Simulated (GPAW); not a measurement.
# GaAs (F-43m) in GPAW: notebook

The runs below take GaAs through equation of state, band structure, with PBE, BLYP+D4, vdW-DF-cx.

All numbers are computed with GPAW 26.7.0; they aren't measurements. Logs are shortened: lines on timing, memory, paths and dates and some standing lists are left out, and cuts for length are marked. The log counts tension as positive stress, the text compression.

**Experimental background.**

“Evidence of valence band perturbations in GaAsN/GaAs(001): A combined variable-angle spectroscopic ellipsometry and modulated photoreflectance investigation”, 2008, arxiv:0805.2212 reports, for a bulk crystal of GaAs at 300 K: band gap 1.418 ± 0.005 eV (direct).

The runs below are set against these values where they give the same quantity.

## 1. Starting point

It takes space group F-43m (No. 216, cubic). The conventional cell has a = 5.654 Å, b = 5.654 Å, c = 5.654 Å, α = 90.00°, β = 90.00°, γ = 90.00°. As (site symmetry -43m) is surrounded by 4 Ga at 2.45 Å. Around Ga (site symmetry -43m) lie 4 As at 2.45 Å.

## 2. Equation of state, PBE

The input, run.py:

```python
from ase.eos import EquationOfState
from ase.io import Trajectory
from ase.spacegroup import crystal
from ase.units import GPa
from gpaw import GPAW

# As 4c
# Ga 4a
atoms = crystal(['As', 'Ga'],
                basis=[[0.25, 0.25, 0.25],
                       [0.0, 0.0, 0.0]],
                spacegroup=216, setting=1,  # F-43m
                cellpar=[5.6537, 5.6537, 5.6537, 90.0, 90.0, 90.0],
                primitive_cell=True)

traj = Trajectory('eos.traj', 'w')
volumes, energies = [], []
for x in [0.94, 0.96, 0.98, 1.0, 1.02, 1.04, 1.06]:
    a = atoms.copy()
    a.set_cell(atoms.cell * x**(1 / 3), scale_atoms=True)
    calc = GPAW(mode='lcao',
                h=0.18,
                basis='sz(dzp)',
                xc='PBE',
                kpts={'size': (8, 8, 8), 'gamma': True},
                occupations={'name': 'fermi-dirac', 'width': 0.05},
                convergence={'density': 1e-05, 'energy': 1e-05},
                maxiter=150,
                txt=f'eos-{x:.2f}.txt')
    a.calc = calc
    energies.append(a.get_potential_energy(force_consistent=True))
    volumes.append(a.get_volume())
    calc.write(f'eos-{x:.2f}.gpw')
    traj.write(a)
    print(f'{x:.2f} {volumes[-1]:10.4f} A^3 {energies[-1]:14.6f} eV', flush=True)

v0, e0, B = EquationOfState(volumes, energies, eos='birchmurnaghan').fit()
print(f'V0 = {v0:.4f} A^3, E0 = {e0:.6f} eV, B0 = {B / GPa:.2f} GPa')
```

Potentials or basis: GPAW PAW data sets (gpaw-data 1.2.1), lcao:sz(dzp).

Run with:

```
$ OMP_NUM_THREADS=1 python run.py
```

The program printed:

```text
__  _  _
 | _ |_)|_||  |
 |__||  | ||/\| - 26.7.0

Input parameters:
  mode=LCAO(),
  basis={'default': 'sz(dzp)'},
  convergence={'density': 1e-05, 'energy': 1e-05},
  h=0.18,
  kpts=MonkhorstPack(size=(8, 8, 8), gamma=True),
  maxiter=150,
  occupations=Occupations(name='fermi-dirac', width=0.05),
  xc=XC(name='PBE')

           As

       Ga

Atoms  # Å, Bohr magnetons
|   | symbol |        x |        y |        z |    initial magnetic moments |
|---|--------|----------|----------|----------|-----------------------------|
| 0 |     As | 1.384571 | 1.384571 | 1.384571 | ( 0.0000,  0.0000,  0.0000) |
| 1 |     Ga | 0.000000 | 0.000000 | 0.000000 | ( 0.0000,  0.0000,  0.0000) |

Unit cell  # Å
| periodic |        x |        y |        z |  lengths |    angles |
|----------|----------|----------|----------|----------|-----------|
|      yes | 0.000000 | 2.769143 | 2.769143 | 3.916160 | 60.000000 |
|      yes | 2.769143 | 0.000000 | 2.769143 | 3.916160 | 60.000000 |
|      yes | 2.769143 | 2.769143 | 0.000000 | 3.916160 | 60.000000 |

Number of symmetries: 24
Symmetry operations  # r_c * U_cc + t_c -> r_c
|    | kind |            matrix            |
|----|------|------------------------------|
|  0 |  E   |  1, 0, 0,  0, 1, 0,  0, 0, 1 |
|  1 |  σ   |  1, 0, 0,  0, 0, 1,  0, 1, 0 |
|  2 |  σ   |  1, 0,-1,  0, 1,-1,  0, 0,-1 |
|  3 |  C3  |  1, 0,-1,  0, 0,-1,  0, 1,-1 |
|  4 |  C3  |  1,-1, 0,  0,-1, 1,  0,-1, 0 |
|  5 |  σ   |  1,-1, 0,  0,-1, 0,  0,-1, 1 |
|  6 |  σ   |  0, 1, 0,  1, 0, 0,  0, 0, 1 |
|  7 |  C3  |  0, 1, 0,  0, 0, 1,  1, 0, 0 |
|  8 |  C2  |  0, 1,-1,  1, 0,-1,  0, 0,-1 |
|  9 |  S4  |  0, 1,-1,  0, 0,-1,  1, 0,-1 |
| 10 |  C3  |  0, 0, 1,  1, 0, 0,  0, 1, 0 |
| 11 |  σ   |  0, 0, 1,  0, 1, 0,  1, 0, 0 |
| 12 |  S4  |  0, 0,-1,  1, 0,-1,  0, 1,-1 |
| 13 |  C3  |  0, 0,-1,  0, 1,-1,  1, 0,-1 |
| 14 |  S4  |  0,-1, 1,  1,-1, 0,  0,-1, 0 |
| 15 |  C2  |  0,-1, 1,  0,-1, 0,  1,-1, 0 |
| 16 |  C3  |  0,-1, 0,  1,-1, 0,  0,-1, 1 |
| 17 |  S4  |  0,-1, 0,  0,-1, 1,  1,-1, 0 |
| 18 |  S4  | -1, 1, 0, -1, 0, 1, -1, 0, 0 |
| 19 |  C3  | -1, 1, 0, -1, 0, 0, -1, 0, 1 |
| 20 |  C3  | -1, 0, 1, -1, 1, 0, -1, 0, 0 |
| 21 |  S4  | -1, 0, 1, -1, 0, 0, -1, 1, 0 |
| 22 |  σ   | -1, 0, 0, -1, 1, 0, -1, 0, 1 |
| 23 |  C2  | -1, 0, 0, -1, 0, 1, -1, 1, 0 |

BZ-sampling:
  Number of BZ points: 512
  Number of IBZ points: 29

  Monkhorst-Pack size: [8, 8, 8]
  Monkhorst-Pack shift: [0.0625, 0.0625, 0.0625]

K-points  # in reciprocal-cell coordinates
|     |                                coordinates |     weight |
|-----|--------------------------------------------|------------|
|   0 | (  0.00000000,   0.00000000,   0.00000000) | 0.00195312 |
|   1 | (  0.12500000,   0.12500000,   0.00000000) | 0.01171875 |
|   2 | (  0.12500000,   0.12500000,   0.12500000) | 0.01562500 |
|   3 | (  0.25000000,   0.12500000,   0.12500000) | 0.02343750 |
|   4 | (  0.25000000,   0.25000000,   0.00000000) | 0.01171875 |
|   5 | (  0.25000000,   0.25000000,   0.12500000) | 0.04687500 |
|   6 | (  0.25000000,   0.25000000,   0.25000000) | 0.01562500 |
|   7 | (  0.37500000,   0.25000000,  -0.37500000) | 0.04687500 |
|   8 | (  0.37500000,   0.25000000,   0.12500000) | 0.04687500 |
|   9 | (  0.37500000,   0.25000000,   0.25000000) | 0.04687500 |
| ... |                                            |            |
|  28 | (  0.50000000,   0.50000000,   0.50000000) | 0.00781250 |

[... 215 lines left out ...]
      filter: 1.87  # [Å]
      core: 2.96  # [Å]
    projectors
    | kind |    occ | energy [eV] | rcut [Å] |
    |------|--------|-------------|----------|
    |   4s |  2.000 |     -14.487 |    1.058 |
    |   4p |  3.000 |      -5.196 |    1.058 |
    |    s |        |      12.725 |    1.058 |
    |    p |        |      22.016 |    1.058 |
    |    d |        |       0.000 |    1.058 |

    LCAO basis set for As:
      Name: sz(dzp)
      File: <dir>
      Number of radial functions: 2
      Number of spherical harmonics: 4
        l=0, rc=6.1250 Bohr: 4s-sz confined orbital
        l=1, rc=7.9531 Bohr: 4p-sz confined orbital
      Number of RI-basis functions 0

  Ga:
    name:    Gallium
    Z:       31.0
    valence: 3
    core:    28
    charge:  0.0  # [|e|]
    compensation charges:
      type: gauss
      rc: 0.37  # [Å]
      lmax: 2
    cutoffs:
      filter: 2.06  # [Å]
      core: 4.17  # [Å]
    projectors
    | kind |    occ | energy [eV] | rcut [Å] |
    |------|--------|-------------|----------|
    |   4s |  2.000 |      -8.945 |    1.164 |
    |   4p |  1.000 |      -2.580 |    1.164 |
    |    s |        |      18.266 |    1.164 |
    |    p |        |      24.631 |    1.164 |
    |    d |        |       0.000 |    1.164 |

    LCAO basis set for Ga:
      Name: sz(dzp)
      File: <dir>
      Number of radial functions: 2
      Number of spherical harmonics: 4
        l=0, rc=7.2656 Bohr: 4s-sz confined orbital
        l=1, rc=10.3438 Bohr: 4p-sz confined orbital
      Number of RI-basis functions 0

Reference energy: -114387.645129  # eV

eigensolver:
  <gpaw.new.lcao.eigensolver.LCAOEigensolver object>
density mixing:
  MSR1-Mixer
  Pratt-step length: 0.05
  Maximum mixing coefficient: 0.75
  Old densities: 10
  SVD Regularization: 0.005
  Good broyden scale: 1.0
  Trust region scale: 1.0
  Backstep threshold: 4.0
  History deletion threshold: 6.0
  Fourier metric: weight=20.0, sigma=0.015

occupation numbers:
  Fermi-Dirac:
    width: 0.0500  # eV

FastPoissonSolver using
    Stencil: 12*3+1=37 point O(h^6) finite-difference Laplacian
    FFT axes: [np.int64(0), np.int64(1), np.int64(2)]
    FST axes: []

xc functional:
  name: PBE with 2 nearest neighbor stencil
interpolation: tri-quintic # 5. degree polynomial

convergence criteria:
- Maximum integral of absolute [dens]ity change: 1e-05 electrons / valence electron
- Maximum [total energy] change in last 3 cyles: 1e-05 eV / valence electron
- Maximum integral of absolute [eigenst]ate change: 4e-08 eV^2 / valence electron
maximum number of iterations: 150

SCF iterations
|iter     | |      energy | eigst |  dens |
|---------|-|-------------|-------|-------|
|iter:   1| |   -7.381966 |      c|       |
|iter:   2| |   -7.373946 |      c| -1.05 |
|iter:   3| |   -7.333131 |      c| -1.07 |
|iter:   4| |   -7.332387 |      c| -1.67 |
|iter:   5| |   -7.332380 |      c| -2.35 |
|iter:   6| |   -7.332379c|      c| -3.61 |
|iter:   7| |   -7.332379c|      c| -4.13 |
|iter:   8| |   -7.332379c|      c| -6.22c|

Converged in 8 steps
Energy contributions relative to reference atoms: (reference = -114387.645129)

Energy contributions:
  Kinetic:          26.045218
  Coulomb:         -22.230617
  Zero:              0.049991
  External:          0.000000
  Xc:              -11.196971
  Entropy:          -0.000000
  Spinorbit:         0.000000
  ----------------------------
  Free energy:      -7.332379
  Extrapolated:     -7.332379

dipole moment: (-17.933465, -17.933465, -17.933465)  # |e|*Ang

Fermi level: 5.904
Eigenvalues  # (at kpt = [0.000, 0.000, 0.000])
| band index |      eig [eV] | occ [0-2] |
|------------|---------------|-----------|
|          0 |        -7.857 |     2.000 |
|          1 |         5.369 |     2.000 |
|          2 |         5.369 |     2.000 |
|          3 |         5.369 |     2.000 |
|          4 |         6.382 |     0.000 |
|          5 |         9.758 |     0.000 |
|          6 |         9.758 |     0.000 |
|          7 |         9.758 |     0.000 |

Gap: 1.012 eV
Transition (v -> c):
  (s=0, k=0, n=3, [0.00, 0.00, 0.00]) -> (s=0, k=0, n=4, [0.00, 0.00, 0.00])
No difference between direct/indirect transitions
# Writing to eos-0.94.gpw (mode='')
```

stdout:

```text
0.94    42.4684 A^3      -7.332379 eV
0.96    43.3720 A^3      -7.395186 eV
0.98    44.2756 A^3      -7.468976 eV
1.00    45.1792 A^3      -7.510180 eV
1.02    46.0828 A^3      -7.542166 eV
1.04    46.9863 A^3      -7.565720 eV
1.06    47.8899 A^3      -7.581744 eV
<dir> UserWarning: The minimum volume of your fit is not in your volumes.  You may not have a minimum in your dataset!
  warnings.warn(
V0 = 48.6220 A^3, E0 = -7.583624 eV, B0 = 90.31 GPa
```

eos-0.96.txt:

```text
SCF iterations
|iter     | |      energy | eigst |  dens |
|---------|-|-------------|-------|-------|
|iter:   1| |   -7.449018 |      c|       |
|iter:   2| |   -7.440514 |      c| -1.04 |
|iter:   3| |   -7.396209 |      c| -1.07 |
|iter:   4| |   -7.395204 |      c| -1.66 |
|iter:   5| |   -7.395186 |      c| -2.34 |
|iter:   6| |   -7.395185c|      c| -3.58 |
|iter:   7| |   -7.395185c|      c| -4.12 |
|iter:   8| |   -7.395185c|      c| -6.22c|

Converged in 8 steps
Energy contributions relative to reference atoms: (reference = -114387.645129)

Energy contributions:
  Kinetic:          22.617518
  Coulomb:         -19.346980
  Zero:              0.044873
  External:          0.000000
  Xc:              -10.710596
  Entropy:          -0.000002
  Spinorbit:         0.000000
  ----------------------------
  Free energy:      -7.395186
  Extrapolated:     -7.395185

dipole moment: (-18.015933, -18.015933, -18.015933)  # |e|*Ang

Fermi level: 5.583
Eigenvalues  # (at kpt = [0.000, 0.000, 0.000])
| band index |      eig [eV] | occ [0-2] |
|------------|---------------|-----------|
|          0 |        -7.930 |     2.000 |
|          1 |         5.137 |     2.000 |
|          2 |         5.137 |     2.000 |
|          3 |         5.137 |     2.000 |
|          4 |         5.972 |     0.001 |
|          5 |         9.505 |     0.000 |
|          6 |         9.505 |     0.000 |
|          7 |         9.505 |     0.000 |

Gap: 0.835 eV
Transition (v -> c):
  (s=0, k=0, n=3, [0.00, 0.00, 0.00]) -> (s=0, k=0, n=4, [0.00, 0.00, 0.00])
No difference between direct/indirect transitions
# Writing to eos-0.96.gpw (mode='')
```

Run time: 67 s. Hardware: 1 thread of Arm Neoverse V1, shared host; peak memory 0.22 GiB.

The run converged, but some of its settings lie outside the range that counts as converged, so its numbers aren't taken as properties of the crystal.

What came out:

```yaml
Equilibrium_volume: "24.31 Å³/atom (rough: see the caveat)"
Bulk_modulus: 90 GPa (rough)
```

Caveat: the energies scatter about the fit; the fit is doubtful: noisy points or a state that changes with volume; the real-space grid adds noise to forces; the minimum lies outside the volumes run; the basis of atomic orbitals isn't converged, which shifts pressures, moduli and gaps.

## 3. Equation of state, BLYP+D4

The input, run.py:

```python
from ase.calculators.mixing import SumCalculator
from ase.eos import EquationOfState
from ase.io import Trajectory
from ase.spacegroup import crystal
from ase.units import GPa
from dftd4.ase import DFTD4
from gpaw import GPAW, PW, setup_paths

setup_paths.insert(0, '.')

# As 4c
# Ga 4a
atoms = crystal(['As', 'Ga'],
                basis=[[0.25, 0.25, 0.25],
                       [0.0, 0.0, 0.0]],
                spacegroup=216, setting=1,  # F-43m
                cellpar=[5.6537, 5.6537, 5.6537, 90.0, 90.0, 90.0],
                primitive_cell=True)

traj = Trajectory('eos.traj', 'w')
volumes, energies = [], []
for x in [0.94, 0.96, 0.98, 1.0, 1.02, 1.04, 1.06]:
    a = atoms.copy()
    a.set_cell(atoms.cell * x**(1 / 3), scale_atoms=True)
    calc = GPAW(mode=PW(600),
                xc='BLYP',
                kpts={'size': (8, 8, 8), 'gamma': True},
                occupations={'name': 'fermi-dirac', 'width': 0.05},
                nbands=11,
                convergence={'density': 1e-05, 'energy': 1e-05},
                eigensolver='davidson',
                maxiter=150,
                txt=f'eos-{x:.2f}.txt')
    a.calc = SumCalculator([calc, DFTD4(method='blyp')])
    energies.append(a.get_potential_energy())
    volumes.append(a.get_volume())
    p = -a.get_stress()[:3].mean() / GPa
    calc.write(f'eos-{x:.2f}.gpw')
    traj.write(a)
    print(f'{x:.2f} {volumes[-1]:10.4f} A^3 {energies[-1]:14.6f} eV {p:9.3f} GPa', flush=True)

v0, e0, B = EquationOfState(volumes, energies, eos='birchmurnaghan').fit()
print(f'V0 = {v0:.4f} A^3, E0 = {e0:.6f} eV, B0 = {B / GPa:.2f} GPa')
```

Potentials or basis: PAW data sets generated in the run's folder for this functional, pw.

Run with:

```
$ gpaw-setup -f BLYP As Ga
$ OMP_NUM_THREADS=1 python run.py
```

Wall time 42 s (1 thread of Intel Xeon Platinum 8559C (Emerald Rapids), shared host); peak memory 0.25 GiB.

The run converged. Its results:

```
Equilibrium volume                      : 23.12 Å³/atom
Bulk modulus                            : 67 GPa
Pressure derivative of the bulk modulus : 5.1
```

Energy against volume, from the lowest point:
```tsv
volume (Å³/atom)	energy (meV/atom)
21.234	38.60
21.686	21.40
22.138	9.62
22.590	2.64
23.041	0.00
23.493	1.14
23.945	5.62
```

## 4. Band structure, vdW-DF-cx, spin-orbit coupling, no magnetisation

The input, run.py:

```python
import numpy as np
from ase import Atoms
from ase.dft.bandgap import bandgap
from ase.io import write
from gpaw import GPAW, PW
from gpaw.spinorbit import soc_eigenstates

atoms = Atoms(['As', 'Ga'],
              cell=[[0.0, 2.82685, 2.82685],
                    [2.82685, 0.0, 2.82685],
                    [2.82685, 2.82685, 0.0]],
              scaled_positions=[[0.75, 0.75, 0.75],
                                [0.0, 0.0, 0.0]],
              pbc=True)

calc = GPAW(mode=PW(600),
            xc={'name': 'vdW-DF-cx', 'backend': 'libvdwxc'},
            kpts={'size': (8, 8, 8), 'gamma': True},
            occupations={'name': 'fermi-dirac', 'width': 0.05},
            nbands=11,
            convergence={'density': 1e-05, 'energy': 1e-05},
            maxiter=150,
            txt='gpaw.txt')
atoms.calc = calc
energy = atoms.get_potential_energy()
forces = atoms.get_forces()
calc.write('gs.gpw')
write('result.traj', atoms)
print(f'Energy: {energy:.6f} eV')
print('Forces (eV/A):')
print(forces.round(4))
print('Fermi level:', round(calc.get_fermi_level(), 4), 'eV')
print(f'Gap: {bandgap(calc)[0]:.4f} eV, direct: {bandgap(calc, direct=True)[0]:.4f} eV')

path = atoms.cell.bandpath('GXWKGLUWLK,UX', npoints=60, eps=1e-4)
bs_calc = calc.fixed_density(kpts=path, symmetry='off', nbands=21,
                             convergence={'bands': 'CBM+6.0', 'eigenstates': 1e-6}, txt='bands.txt')
bs = bs_calc.band_structure()
bs.write('bs.json')
print(f'Gap on the path: {bandgap(bs_calc)[0]:.4f} eV')

soc = soc_eigenstates(bs_calc, theta=54.7, phi=45)
np.savetxt('soc_bands.dat', soc.eigenvalues(), fmt='%.4f')
mesh = soc_eigenstates('gs.gpw', theta=54.7, phi=45)
np.savetxt('soc_mesh.dat', mesh.eigenvalues(), fmt='%.4f')
print('Fermi level with spin-orbit coupling:', round(mesh.fermi_level, 4), 'eV')
```

Potentials or basis: GPAW PAW data sets (gpaw-data 1.2.1), pw.

Run with:

```
$ OMP_NUM_THREADS=1 python run.py
```

Run time: 16 s. Hardware: 1 thread of Intel Xeon Platinum 8559C (Emerald Rapids), shared host; peak memory 0.26 GiB.

The run converged. Its results:

```yaml
Free_energy: 42.2491 eV
Band_gap_on_the_k_mesh: 0.47 eV, direct
Band_gap_along_the_path: 0.47 eV, direct
```

Levels at the corners of the path, in eV from the valence-band top:
```tsv
point	band 6	band 7	band 8	band 9	band 10	band 11
Γ	0.00	0.00	0.00	0.47	0.47	3.50
X	-2.84	-2.75	-2.75	1.28	1.28	1.51
W	-3.63	-3.48	-3.44	4.40	4.55	4.61
K	-3.97	-2.37	-2.37	1.80	1.81	4.48
Γ	0.00	0.00	0.00	0.47	0.47	3.50
L	-1.36	-1.15	-1.15	0.90	0.90	4.46
U	-3.97	-2.37	-2.37	1.80	1.81	4.48
W	-3.63	-3.48	-3.44	4.40	4.55	4.61
L	-1.36	-1.15	-1.15	0.90	0.90	4.46
K	-3.97	-2.37	-2.37	1.80	1.81	4.48
U	-3.97	-2.37	-2.37	1.80	1.81	4.48
X	-2.84	-2.75	-2.75	1.28	1.28	1.51
```

Caveat: spin-orbit coupling was added after a scalar SCF, so levels and gaps hold it while energy, forces, pressure and moments don't; this program's spin-orbit splittings come out too wide for heavy elements; the PAW data sets were made with another functional, which shifts forces and pressure a little.

## 5. Against experiment

Step 4. Measured gap of GaAs: 1.418 eV (direct; 300 K; “Evidence of valence band perturbations in GaAsN/GaAs(001): A combined variable-angle spectroscopic ellipsometry and modulated photoreflectance investigation”, 2008, arxiv:0805.2212). This calculation gives 0.47 eV (-0.95 eV). 3 values of this kind are on record (1.412 to 1.51 eV); this one was drawn at random among those near their median, those with a stated uncertainty first. The value is that of vdW-DF-cx, without temperature or zero-point motion.
